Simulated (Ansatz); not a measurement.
# Si: computed properties

Theory: DFT PBE, scalar-relativistic, plane waves, PAW in Ansatz.

Settings: cutoff 420 eV, Γ-centred mesh 10×10×10 on the computed 6-atom cell, Gaussian smearing of 0.10 eV; no spin polarisation.

The structure is relaxed at this level of theory with its symmetry kept, and needn't be the ground state of this composition.

```cif
data_structure
_symmetry_space_group_name_H-M 'P 1'
_symmetry_Int_Tables_number 1
_cell_length_a 5.3355
_cell_length_b 5.3355
_cell_length_c 5.3355
_cell_angle_alpha 99.541
_cell_angle_beta 99.541
_cell_angle_gamma 131.952
_cell_volume 103.17
loop_
_atom_site_label
_atom_site_type_symbol
_atom_site_fract_x
_atom_site_fract_y
_atom_site_fract_z
_atom_site_occupancy
Si1 Si 0.00000 0.00000 0.00000 1
Si2 Si 0.75000 0.25000 0.50000 1
Si3 Si 0.37500 0.62500 0.75000 1
Si4 Si 0.37500 0.12500 0.75000 1
Si5 Si 0.37500 0.62500 0.25000 1
Si6 Si 0.87500 0.62500 0.25000 1
```

| Item | Value |
| --- | --- |
| Space group | I4_1/amd (No. 141) |
| Volume per atom | 17.20 Å³ |
| Energy over the standard state (uncorrected) | +0.401 eV/atom |
| Kohn–Sham band gap | none (metal) |
| Density of states at the Fermi level | 2.1 states/eV per cell |
| Orbital (Löwdin) character within 0.5 eV of the Fermi level | Si 3p 78 %, Si 3s 16 %, unprojected 6 % |
| Bader charge by site (e) | Si (2 in the cell) 0.19, Si (4 in the cell) -0.10 |

Another cell of Si relaxed alike, in P6_122, lies 0.35 eV/atom lower, so this cell isn't the stable form at this level.

The cell was found from a structure generator's guess, not taken from experiment. Löwdin shares on free-atom orbitals overweight diffuse shells.
